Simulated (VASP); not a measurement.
# VN (Fm-3m) in VASP: notebook

One crystal, VN, is run at these levels: PBE; tasks: relaxation of cell and atoms.

Program: VASP 6.6.1. These are calculated values, not measurements. Logs are shortened: lines on timing, memory, paths and dates and some standing lists are left out, and cuts for length are marked.

## 1. Starting point

It takes space group Fm-3m (No. 225, cubic). The conventional cell has a = 4.128 Å, b = 4.128 Å, c = 4.128 Å, α = 90.00°, β = 90.00°, γ = 90.00°. Around V (site symmetry m-3m) lie 6 N at 2.06 Å. N (site symmetry m-3m) is surrounded by 6 V at 2.06 Å.

The cell was built by a generator and needn't be a form met in nature.

## 2. Relaxation of cell and atoms, PBE, collinear spin, ferromagnetic start

Input file INCAR:

```
SYSTEM = VN
  ALGO = Normal
  AMIX = 0.2
  AMIX_MAG = 0.8
  BMIX = 1E-4
  BMIX_MAG = 1E-4
  EDIFF = 1E-6
  EDIFFG = -0.01
  ENCUT = 600
  GGA = PE
  IBRION = 2
  ISIF = 3
  ISMEAR = 1
  ISPIN = 2
  LASPH = .True.
  LCHARG = .False.
  LMAXMIX = 4
  LORBIT = 11
  LREAL = .False.
  LWAVE = .False.
  MAGMOM = 2 0
  NELM = 150
  NSW = 90
  PREC = Accurate
  SIGMA = 0.1
```

Input file KPOINTS:

```
k-points
0
Gamma
  16 16 16
  0 0 0
```

Input file POSCAR:

```
VN
1.0
    0.0000000000      2.0640000000      2.0640000000
    2.0640000000      0.0000000000      2.0640000000
    2.0640000000      2.0640000000      0.0000000000
V N
1 1
Direct
    0.0000000000      0.0000000000      0.0000000000
    0.5000000000      0.5000000000      0.5000000000
```

Potentials or basis: VASP PAW PBE potentials, release 64 (V_sv, N).

Started as:

```sh
$ cat potpaw_PBE.64/V_sv/POTCAR potpaw_PBE.64/N/POTCAR > POTCAR
$ mpirun -np 1 vasp_std > vasp.out
```

OUTCAR:

```text
SYSTEM = VN
   AMIX = 0.2
   AMIX_MAG = 0.8
   EDIFF = 1E-6
   EDIFFG = -0.01
   ENCUT = 600
   GGA = PE
   IBRION = 2
   ISIF = 3
   ISMEAR = 1
   ISPIN = 2
   LASPH = .True.
   LORBIT = 11
   LREAL = .False.
   NELM = 150
   NSW = 90
   PREC = Accurate

 ion  position               nearest neighbor table
   1  0.000  0.000  0.000-   2 2.06   2 2.06   2 2.06   2 2.06   2 2.06   2 2.06
   2  0.500  0.500  0.500-   1 2.06   1 2.06   1 2.06   1 2.06   1 2.06   1 2.06

  LATTYP: Found a face centered cubic cell.
 ALAT       =     4.1280000000

  Lattice vectors:

 A1 = (   0.0000000000,   2.0640000000,   2.0640000000)
 A2 = (   2.0640000000,   0.0000000000,   2.0640000000)
 A3 = (   2.0640000000,   2.0640000000,   0.0000000000)

Analysis of symmetry for initial positions (statically):
=====================================================================
 Subroutine PRICEL returns:
 Original cell was already a primitive cell.

 Routine SETGRP: Setting up the symmetry group for a
 face centered cubic supercell.

 Subroutine GETGRP returns: Found 48 space group operations
 (whereof 48 operations were pure point group operations)
 out of a pool of 48 trial point group operations.

The static configuration has the point symmetry O_h .

Analysis of symmetry for dynamics (positions and initial velocities):
=====================================================================
 Subroutine PRICEL returns:
 Original cell was already a primitive cell.

 Routine SETGRP: Setting up the symmetry group for a
 face centered cubic supercell.

 Subroutine GETGRP returns: Found 48 space group operations
 (whereof 48 operations were pure point group operations)
 out of a pool of 48 trial point group operations.

The dynamic configuration has the point symmetry O_h .

Analysis of structural, dynamic, and magnetic symmetry:
=====================================================================
 Subroutine PRICEL returns:
 Original cell was already a primitive cell.

 Routine SETGRP: Setting up the symmetry group for a
 face centered cubic supercell.

 Subroutine GETGRP returns: Found 48 space group operations
 (whereof 48 operations were pure point group operations)
 out of a pool of 48 trial point group operations.

The overall configuration has the point symmetry O_h .

 Subroutine INISYM returns: Found 48 space group operations
 (whereof 48 operations are pure point group operations),
 and found     1 'primitive' translations

[... 123 lines left out ...]
   LEPSILON=     F    determine dielectric tensor
   LRPA    =     F    only Hartree local field effects (RPA)
 conjugate gradient relaxation of ions
 spin polarized calculation
 Methfessel and Paxton  Order N= 1 SIGMA  =   0.10
  energy-cutoff  :      600.00
  volume of cell :       17.59
 maximum number of plane-waves:       604
   NGX = 11   NGY = 11   NGZ = 11

--------------------------------------- Ionic step        1  -------------------------------------------

 number of electron      18.0000004 magnetization       0.0028623

 Free energy of the ion-electron system (eV)
  ---------------------------------------------------
  ext. energy  EPLUGINS =         0.00000000
  ---------------------------------------------------
  free energy    TOTEN  =       -19.30254932 eV

  energy without entropy =      -19.30237582  energy(sigma->0) =      -19.30249149

------------------------ aborting loop because EDIFF is reached ----------------------------------------

  FORCE on cell =-STRESS in cart. coord.  units (eV):
  Direction    XX          YY          ZZ          XY          YZ          ZX
  --------------------------------------------------------------------------------------
  -------------------------------------------------------------------------------------
  Total       -0.2229051     -0.2229051     -0.2229051      0.0000000      0.0000000      0.0000000
  in kB      -20.3082012    -20.3082012    -20.3082012      0.0000000      0.0000000      0.0000000
  external PRESSURE =     -20.3082012 kB  Pullay stress =       0.0000000 kB
[... 59 lines left out ...]
--------------------------------------- Ionic step        3  -------------------------------------------

 number of electron      18.0000005 magnetization       0.0000040

 Free energy of the ion-electron system (eV)
  ---------------------------------------------------
  ext. energy  EPLUGINS =         0.00000000
  ---------------------------------------------------
  free energy    TOTEN  =       -19.30328353 eV

  energy without entropy =      -19.30311033  energy(sigma->0) =      -19.30322579

 E-fermi :  12.0252     XC(G=0): -13.6157

 val. band max:       11.9942098129   @ k =   0.3125   0.0625   0.0000
 cond. band min:      12.0317103769   @ k =  -0.4375   0.1875   0.0000
 fundamental gap:      0.0375005640
 Fermi energy:        12.0252194608

 spin component 1

 k-point     1 :       0.0000    0.0000    0.0000
  band No.  band energies     occupation
      1     -53.4404      1.00000
      2     -27.0733      1.00000
      3     -27.0733      1.00000
      4     -27.0733      1.00000
      5      -5.9926      1.00000
      6       9.7570      1.00000
      7       9.7570      1.00000
      8       9.7570      1.00000
      9      10.4554      1.00000
     10      10.4554      1.00000
     11      10.4554      1.00000
     12      11.5224      1.00000
     13      11.5224      1.00000
     14      17.9896      0.00000
[... 379 lines left out ...]
      3     -27.0859      1.00000
      4     -27.0745      1.00000
      5      -5.7821      1.00000
      6       8.4817      1.00000
      7       8.6857      1.00000
      8       8.9979      1.00000
      9      10.5657      1.00000
     10      10.9986      1.00000
     11      11.0905      1.00000
     12      12.0912      0.05481
     13      12.8293     -0.00000
     14      18.5274      0.00000

 [... further k-points ...]

 spin component 2

 k-point     1 :       0.0000    0.0000    0.0000
  band No.  band energies     occupation
      1     -53.4404      1.00000
      2     -27.0733      1.00000
      3     -27.0733      1.00000
      4     -27.0733      1.00000
      5      -5.9926      1.00000
      6       9.7570      1.00000
      7       9.7570      1.00000
      8       9.7570      1.00000
      9      10.4554      1.00000
     10      10.4554      1.00000
     11      10.4554      1.00000
     12      11.5224      1.00000
     13      11.5224      1.00000
     14      17.9896      0.00000
[... 420 lines left out ...]
  FREE ENERGIE OF THE ION-ELECTRON SYSTEM (eV)
  ---------------------------------------------------
  free  energy   TOTEN  =       -19.3032835252 eV

  energy  without entropy=      -19.3031103295  energy(sigma->0) =      -19.30322579

 reached required accuracy - stopping structural energy minimisation

 total charge

# of ion       s       p       d       tot
------------------------------------------
    1        2.239   6.279   3.152  11.670
    2        1.243   2.506   0.000   3.749
--------------------------------------------------
tot          3.482   8.785   3.152  15.419

 magnetization (x)

# of ion       s       p       d       tot
------------------------------------------
    1        0.000   0.000   0.000   0.000
    2        0.000  -0.000   0.000  -0.000
--------------------------------------------------
tot          0.000  -0.000   0.000   0.000
```

OSZICAR:

```text
N       E                     dE             d eps       ncg     rms          rms(c)
DAV:   1     0.159474612672E+03    0.15947E+03   -0.10783E+04  8120   0.162E+03
DAV:   2    -0.169915698146E+02   -0.17647E+03   -0.16970E+03  8768   0.431E+02
[... 26 lines left out ...]
DAV:   1    -0.193237102703E+02   -0.22020E-01   -0.43784E-01  8132   0.101E+01    0.177E+00
DAV:   2    -0.193085623137E+02    0.15148E-01   -0.31906E-02  8180   0.273E+00    0.734E-01
DAV:   3    -0.193052135455E+02    0.33488E-02   -0.32703E-03  8348   0.616E-01    0.438E-01
DAV:   4    -0.193033681446E+02    0.18454E-02   -0.74690E-03  9050   0.916E-01    0.107E-01
DAV:   5    -0.193033331727E+02    0.34972E-04   -0.25524E-04  8468   0.188E-01    0.663E-02
DAV:   6    -0.193032832658E+02    0.49907E-04   -0.96187E-05  9608   0.115E-01    0.123E-02
DAV:   7    -0.193032835252E+02   -0.25945E-06   -0.74568E-06  8188   0.337E-02
   3 F= -.19303284E+02 E0= -.19303226E+02  d E =-.734202E-03  mag=     0.0000
```

Run time: 56 s. Hardware: 1 thread of Intel Xeon 6975P-C (Granite Rapids), shared host; peak memory 0.21 GiB.

Results:

* Free energy: -19.3033 eV
* Relaxed volume: 8.74 Å³/atom
* Relaxed cell: a = 2.913 Å, b = 2.913 Å, c = 2.913 Å, α = 60.00°, β = 60.00°, γ = 60.00°
* Space group after relaxing (to 0.05 Å): Fm-3m (No. 225)
* Energy gained by relaxing: 0.4 meV/atom
* Ionic steps: 3
* Pressure after relaxing: 0.0 GPa
* Band gap on the k mesh: none (metal or under the smearing width)
* Net moment: 0.00 μB per cell
* Valence electrons inside the program's atomic spheres: V 11.67; N 3.75

Step by step:
| step | energy change (eV) | largest force (eV/Å) | pressure (GPa) | volume (Å³) |
| --- | --- | --- | --- | --- |
| 1 | 0.0000 | 0.0000 | -2.03 | 17.59 |
| 2 | 0.0009 | 0.0000 | 3.09 | 17.30 |
| 3 | -0.0007 | 0.0000 | 0.01 | 17.47 |

Final structure:
```
CELL_PARAMETERS angstrom
0.00000 2.05949 2.05949
2.05949 0.00000 2.05949
2.05949 2.05949 0.00000
ATOMIC_POSITIONS crystal
V 0.00000 0.00000 0.00000
N 0.50000 0.50000 0.50000
```

Levels at points of the mesh, in eV from the Fermi level:
Spin up:
| k point | band 5 | band 6 | band 7 | band 8 | band 9 | band 10 | band 11 | band 12 | band 13 | band 14 |
| --- | --- | --- | --- | --- | --- | --- | --- | --- | --- | --- |
| (0.00, 0.00, 0.00) | -18.02 | -2.27 | -2.27 | -2.27 | -1.57 | -1.57 | -1.57 | -0.50 | -0.50 | 5.96 |
| (0.50, 0.00, 0.00) | -15.29 | -8.94 | -6.13 | -6.13 | 0.56 | 0.56 | 1.43 | 4.97 | 4.97 | 6.22 |
| (0.50, 0.50, 0.00) | -16.22 | -6.71 | -3.86 | -3.70 | -3.70 | 0.47 | 1.18 | 1.18 | 2.66 | 10.40 |
Spin down:
| k point | band 6 | band 7 | band 8 | band 9 | band 10 | band 11 | band 12 | band 13 |
| --- | --- | --- | --- | --- | --- | --- | --- | --- |
| (0.00, 0.00, 0.00) | -2.27 | -2.27 | -2.27 | -1.57 | -1.57 | -1.57 | -0.50 | -0.50 |
| (0.50, 0.00, 0.00) | -8.94 | -6.13 | -6.13 | 0.56 | 0.56 | 1.43 | 4.97 | 4.97 |
| (0.50, 0.50, 0.00) | -6.71 | -3.86 | -3.70 | -3.70 | 0.47 | 1.18 | 1.18 | 2.66 |

With open d or f shells a metallic result of PBE can be an artefact of self-interaction; +U or a hybrid may open a gap.

## 3. Relaxation of cell and atoms, PBE, collinear spin, ferromagnetic start

This run uses another cell than the first one, of 8.74 Å³/atom, 0.993 times its volume.

Edit INCAR of step 2 so:

```diff
@@ -6,4 +6,4 @@
   BMIX_MAG = 1E-4
-  EDIFF = 1E-6
-  EDIFFG = -0.01
+  EDIFF = 1E-7
+  EDIFFG = -0.005
   ENCUT = 600
```

KPOINTS is that of step 2.

Input file POSCAR:

```
VN                                      
1.0
    0.0000000000      2.0594948743      2.0594948743
    2.0594948743      0.0000000000      2.0594948743
    2.0594948743      2.0594948743      0.0000000000
  V               N             
     1     1
Direct
     0.0000000000000000    0.0000000000000000    0.0000000000000000
     0.5000000000000000    0.5000000000000000    0.5000000000000000
```

Potentials or basis: VASP PAW PBE potentials, release 64 (V_sv, N).

Started as:

```sh
$ cat potpaw_PBE.64/V_sv/POTCAR potpaw_PBE.64/N/POTCAR > POTCAR
$ mpirun -np 1 vasp_std > vasp.out
```

OUTCAR:

```text
SYSTEM = VN
   AMIX = 0.2
   AMIX_MAG = 0.8
   EDIFF = 1E-7
   EDIFFG = -0.005
   ENCUT = 600
   GGA = PE
   IBRION = 2
   ISIF = 3
   ISMEAR = 1
   ISPIN = 2
   LASPH = .True.
   LORBIT = 11
   LREAL = .False.
   NELM = 150
   NSW = 90
   PREC = Accurate

 ion  position               nearest neighbor table
   1  0.000  0.000  0.000-   2 2.06   2 2.06   2 2.06   2 2.06   2 2.06   2 2.06
   2  0.500  0.500  0.500-   1 2.06   1 2.06   1 2.06   1 2.06   1 2.06   1 2.06

  LATTYP: Found a face centered cubic cell.
 ALAT       =     4.1189897486

  Lattice vectors:

 A1 = (   0.0000000000,   2.0594948743,   2.0594948743)
[... 1037 lines left out ...]
 -----------------------------------------------------------------------------
  energy-cutoff  :      600.00
  volume of cell :       17.47
      direct lattice vectors                 reciprocal lattice vectors
     0.000000000  2.059494874  2.059494874    -0.242777977  0.242777977  0.242777977
     2.059494874  0.000000000  2.059494874     0.242777977 -0.242777977  0.242777977
     2.059494874  2.059494874  0.000000000     0.242777977  0.242777977 -0.242777977

 POSITION                                       TOTAL-FORCE (eV/Angst)
 -----------------------------------------------------------------------------------
      0.00000      0.00000      0.00000         0.000000      0.000000      0.000000
      2.05949      2.05949      2.05949        -0.000000     -0.000000     -0.000000
 -----------------------------------------------------------------------------------
    total drift:                                0.000000     -0.000000     -0.000000

  FREE ENERGIE OF THE ION-ELECTRON SYSTEM (eV)
  ---------------------------------------------------
  free  energy   TOTEN  =       -19.3030354191 eV

  energy  without entropy=      -19.3028613823  energy(sigma->0) =      -19.30297741

 reached required accuracy - stopping structural energy minimisation

 total charge

# of ion       s       p       d       tot
------------------------------------------
    1        2.239   6.279   3.152  11.670
    2        1.243   2.507   0.000   3.750
--------------------------------------------------
tot          3.482   8.786   3.152  15.420

 magnetization (x)

# of ion       s       p       d       tot
------------------------------------------
    1        0.000   0.000   0.001   0.001
    2        0.000  -0.000   0.000  -0.000
--------------------------------------------------
tot          0.000   0.000   0.001   0.001
```

CONTCAR:

```text
VN
   1.00000000000000
     0.0000000000000000    2.0594948742999999    2.0594948742999999
     2.0594948742999999    0.0000000000000000    2.0594948742999999
     2.0594948742999999    2.0594948742999999    0.0000000000000000
  V               N
     1     1
Direct
     0.0000000000000000    0.0000000000000000    0.0000000000000000
     0.5000000000000000    0.5000000000000000    0.5000000000000000

  0.00000000E+00  0.00000000E+00  0.00000000E+00
  0.00000000E+00  0.00000000E+00  0.00000000E+00
```

Wall time 32 s (1 thread of Intel Xeon 6975P-C (Granite Rapids), shared host); peak memory 0.2 GiB.

What came out:

```yaml
Free_energy: -19.3030 eV
Pressure_after_relaxing: 0.0 GPa
Band_gap_on_the_k_mesh: none (metal or under the smearing width)
Net_moment: 0.00 μB per cell
Valence_electrons_inside_the_program's_atomic_spheres: V 11.67; N 3.75
```

Final structure:
```cif
data_structure
_symmetry_space_group_name_H-M 'P 1'
_symmetry_Int_Tables_number 1
_cell_length_a 2.9126
_cell_length_b 2.9126
_cell_length_c 2.9126
_cell_angle_alpha 60.000
_cell_angle_beta 60.000
_cell_angle_gamma 60.000
_cell_volume 17.47
loop_
_atom_site_label
_atom_site_type_symbol
_atom_site_fract_x
_atom_site_fract_y
_atom_site_fract_z
_atom_site_occupancy
V1 V 0.00000 0.00000 0.00000 1
N1 N 0.50000 0.50000 0.50000 1
```

Caveat: the relaxation stopped at its first step, so nothing moved. With open d or f shells a metallic result of PBE can be an artefact of self-interaction; +U or a hybrid may open a gap.
